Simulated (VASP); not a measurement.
# CaSe (Fm-3m) in VASP: further runs, part 2 of 2

VASP 6.6.1.

### 4 Single point, PBE

This run uses another cell than the first one, of 25.31 Å³/atom, 1.043 times its volume.

INCAR

```
SYSTEM = CaSe
PREC = Accurate ; ENCUT = 500
EDIFF = 1E-6 ; ISMEAR = -1
SIGMA = 0.05 ; LREAL = .False.
LASPH = .True. ; NELM = 120
ALGO = Normal ; ISIF = 2
LWAVE = .False. ; LCHARG = .True.
GGA = PE ; LELF = .True.
LVHAR = .True. ; NBANDS = 15
GGA_COMPAT = .False.
```

KPOINTS

```
regular mesh
0
Gamma
  6 6 6
  0 0 0
```

POSCAR

```
CaSe
1.0
    0.0000000000      2.9361604760      2.9361604760
    2.9361604760      0.0000000000      2.9361604760
    2.9361604760      2.9361604760      0.0000000000
Ca Se
1 1
Direct
    0.0000000000      0.0000000000      0.0000000000
    0.5000000000      0.5000000000      0.5000000000
```

The run is started by

```
$ cat potpaw_PBE.64/Ca_sv/POTCAR potpaw_PBE.64/Se/POTCAR > POTCAR
$ mpirun -np 1 vasp_std > vasp.out
```

Run time: 18 s. Hardware: 1 thread of Intel Xeon 8259CL, shared host; peak memory 0.17 GiB.

The run converged. Its results:

| Item | Value |
| --- | --- |
| Free energy | -9.4664 eV |
| Pressure | 2.5 GPa |
| Band gap on the k mesh | 1.97 eV, indirect (least direct gap 2.92 eV) |

Levels at points of the mesh, in eV from the valence-band top:
```csv
k point,band 6,band 7,band 8,band 9,band 10,band 11
"(0.00, 0.00, 0.00)",0.00,0.00,0.00,3.46,3.70,3.70
"(0.50, 0.00, 0.00)",-3.37,-1.25,-1.25,4.55,5.54,5.56
"(0.50, 0.50, 0.00)",-2.58,-0.95,-0.95,1.97,5.08,5.15
```

### 5 Single point, PBE

This run uses another cell than the first one, of 25.83 Å³/atom, 1.064 times its volume.

INCAR

```
SYSTEM = CaSe
PREC     = Accurate       ! precision mode
ENCUT    = 500            ! plane-wave cutoff, eV
EDIFF    = 1E-6           ! SCF threshold, eV
ISMEAR   = -1             ! smearing method
SIGMA    = 0.05           ! smearing width, eV
LREAL    = .False.        ! projectors in reciprocal space
LASPH    = .True.         ! aspherical terms in the spheres
NELM     = 120            ! most SCF steps
ALGO     = Normal         ! electronic algorithm
ISIF     = 2              ! what is computed and relaxed
LWAVE    = .False.        ! write WAVECAR
LCHARG   = .True.         ! write CHGCAR
GGA      = PE             ! functional
LELF     = .True.         ! ELF
LVHAR    = .True.       
NBANDS   = 15             ! bands
GGA_COMPAT= .False.
```

KPOINTS is that of step 4.

POSCAR

```
CaSe
1.0
    0.0000000000      2.9560000000      2.9560000000
    2.9560000000      0.0000000000      2.9560000000
    2.9560000000      2.9560000000      0.0000000000
Ca Se
1 1
Direct
    0.0000000000      0.0000000000      0.0000000000
    0.5000000000      0.5000000000      0.5000000000
```

The run is started by

```
$ cat potpaw_PBE.64/Ca_sv/POTCAR potpaw_PBE.64/Se/POTCAR > POTCAR
$ mpirun -np 1 vasp_std > vasp.out
```

It took 22 s on 1 thread of Intel Xeon 8259CL, shared host; peak memory 0.17 GiB.

It converged, with:

- Free energy: -9.4789 eV
- Pressure: 1.4 GPa
- Band gap on the k mesh: 2.02 eV, indirect (least direct gap 2.96 eV)

Levels at points of the mesh, in eV from the valence-band top:
| k point | band 5 | band 6 | band 7 | band 8 | band 9 | band 10 | band 11 | band 12 |
| --- | --- | --- | --- | --- | --- | --- | --- | --- |
| (0.00, 0.00, 0.00) | -11.80 | 0.00 | 0.00 | 0.00 | 3.35 | 3.71 | 3.71 | 3.71 |
| (0.50, 0.00, 0.00) | -11.10 | -3.29 | -1.20 | -1.20 | 4.52 | 5.48 | 5.51 | 5.51 |
| (0.50, 0.50, 0.00) | -11.22 | -2.52 | -0.94 | -0.94 | 2.02 | 5.04 | 5.06 | 6.04 |

### 6 Single point, PBE

This run uses another cell than the first one, of 26.35 Å³/atom, 1.085 times its volume.

INCAR

```
SYSTEM = CaSe
PREC = Accurate ; ENCUT = 500
EDIFF = 1E-6 ; ISMEAR = -1
SIGMA = 0.05 ; LREAL = .FALSE.
LASPH = .TRUE. ; NELM = 120
ALGO = Normal ; ISIF = 2
LWAVE = .FALSE. ; LCHARG = .FALSE.
GGA = PE ; NBANDS = 15
GGA_COMPAT = .FALSE.
```

KPOINTS

```
regular mesh
0
G
  6 6 6
  0 0 0
```

POSCAR

```
CaSe
1.0
    0.0000000000      2.9755767295      2.9755767295
    2.9755767295      0.0000000000      2.9755767295
    2.9755767295      2.9755767295      0.0000000000
Ca Se
1 1
Direct
    0.0000000000      0.0000000000      0.0000000000
    0.5000000000      0.5000000000      0.5000000000
```

Potentials or basis: VASP PAW PBE potentials, release 64 (Ca_sv, Se).

The run is started by

```
$ cat potpaw_PBE.64/Ca_sv/POTCAR potpaw_PBE.64/Se/POTCAR > POTCAR
$ mpirun -np 1 vasp_std > vasp.out
```

OUTCAR:

```text
SYSTEM = CaSe
   PREC = Accurate
   ENCUT = 500
   EDIFF = 1E-6
   ISMEAR = -1
   LREAL = .FALSE.
   LASPH = .TRUE.
   NELM = 120
   ISIF = 2
   GGA = PE

 ion  position               nearest neighbor table
   1  0.000  0.000  0.000-   2 2.98   2 2.98   2 2.98   2 2.98   2 2.98   2 2.98
   2  0.500  0.500  0.500-   1 2.98   1 2.98   1 2.98   1 2.98   1 2.98   1 2.98

  LATTYP: Found a face centered cubic cell.
 ALAT       =     5.9511534590

  Lattice vectors:

[... 462 lines left out ...]
     15      11.7240      0.00000

------------------------ aborting loop because EDIFF is reached ----------------------------------------

  FORCE on cell =-STRESS in cart. coord.  units (eV):
  Direction    XX          YY          ZZ          XY          YZ          ZX
  --------------------------------------------------------------------------------------
  -------------------------------------------------------------------------------------
  Total        0.1105869      0.1105869      0.1105869      0.0000000     -0.0000000      0.0000000
  in kB        3.3625666      3.3625666      3.3625666      0.0000000     -0.0000000      0.0000000
  external PRESSURE =       3.3625666 kB  Pullay stress =       0.0000000 kB

 VOLUME and BASIS-vectors are now :
 -----------------------------------------------------------------------------
  energy-cutoff  :      500.00
  volume of cell :       52.69
      direct lattice vectors                 reciprocal lattice vectors
     0.000000000  2.975576730  2.975576730    -0.168034652  0.168034652  0.168034652
     2.975576730  0.000000000  2.975576730     0.168034652 -0.168034652  0.168034652
     2.975576730  2.975576730  0.000000000     0.168034652  0.168034652 -0.168034652

 POSITION                                       TOTAL-FORCE (eV/Angst)
 -----------------------------------------------------------------------------------
      0.00000      0.00000      0.00000         0.000000     -0.000000     -0.000000
      2.97558      2.97558      2.97558        -0.000000      0.000000      0.000000
 -----------------------------------------------------------------------------------
    total drift:                                0.000000     -0.000000     -0.000000

  FREE ENERGIE OF THE ION-ELECTRON SYSTEM (eV)
  ---------------------------------------------------
  free  energy   TOTEN  =        -9.4845326194 eV

  energy  without entropy=       -9.4845326194  energy(sigma->0) =       -9.48453262
```

Run time: 20 s. Hardware: 1 thread of Intel Xeon 8259CL, shared host; peak memory 0.17 GiB.

What came out:

```yaml
Free_energy: -9.4845 eV
Pressure: 0.3 GPa
Band_gap_on_the_k_mesh: 2.07 eV, indirect (least direct gap 2.98 eV)
```

Levels at points of the mesh, in eV from the valence-band top:
```tsv
k point	band 5	band 6	band 7	band 8	band 9	band 10	band 11	band 12
(0.00, 0.00, 0.00)	-11.74	0.00	0.00	0.00	3.24	3.71	3.71	3.71
(0.50, 0.00, 0.00)	-11.07	-3.22	-1.16	-1.16	4.49	5.43	5.46	5.46
(0.50, 0.50, 0.00)	-11.18	-2.47	-0.92	-0.92	2.07	4.97	5.01	5.95
```

### 7 The runs side by side

```tsv
cell	gap on the mesh (eV)	pressure (GPa)
a = 4.095 Å, angles 60.0°, 2 atoms	1.86	5.1
a = 4.124 Å, angles 60.0°, 2 atoms	1.91	3.7
a = 4.152 Å, angles 60.0°, 2 atoms	1.97	2.5
a = 4.180 Å, angles 60.0°, 2 atoms	2.02	1.4
a = 4.208 Å, angles 60.0°, 2 atoms	2.07	0.3
```

Alike in all rows: task single point; level PBE; potentials or basis VASP PAW PBE potentials, release 64 (Ca_sv, Se); no spin polarisation; k mesh 6 × 6 × 6; cutoff (eV) 500; smearing fermi-dirac 0.05 eV.

Absolute energies hang on the potentials; compare differences alone.

### 8 How close it comes

Step 4. Measured gap of CaSe: 3.85 eV (indirect; 2 K; a printed reference work, monograph, original work of 1988). This calculation gives 1.97 eV (-1.88 eV). Spin-orbit coupling on Se is left out. The value is that of PBE on a finite k mesh, which can miss the band edges, without temperature or zero-point motion. Semilocal functionals fall short of measured gaps as a rule.

Step 5. Against the measured gap of CaSe, 3.85 eV (indirect; 2 K; a printed reference work, monograph, original work of 1988), the calculated 2.02 eV is off by -1.83 eV. Spin-orbit coupling on Se is left out. The value is that of PBE on a finite k mesh, which can miss the band edges, without temperature or zero-point motion. Semilocal functionals fall short of measured gaps as a rule.

Step 6. Measured gap of CaSe: 3.85 eV (indirect; 2 K; a printed reference work, monograph, original work of 1988). This calculation gives 2.07 eV (-1.78 eV). Spin-orbit coupling on Se is left out. The value is that of PBE on a finite k mesh, which can miss the band edges, without temperature or zero-point motion. Semilocal functionals fall short of measured gaps as a rule.
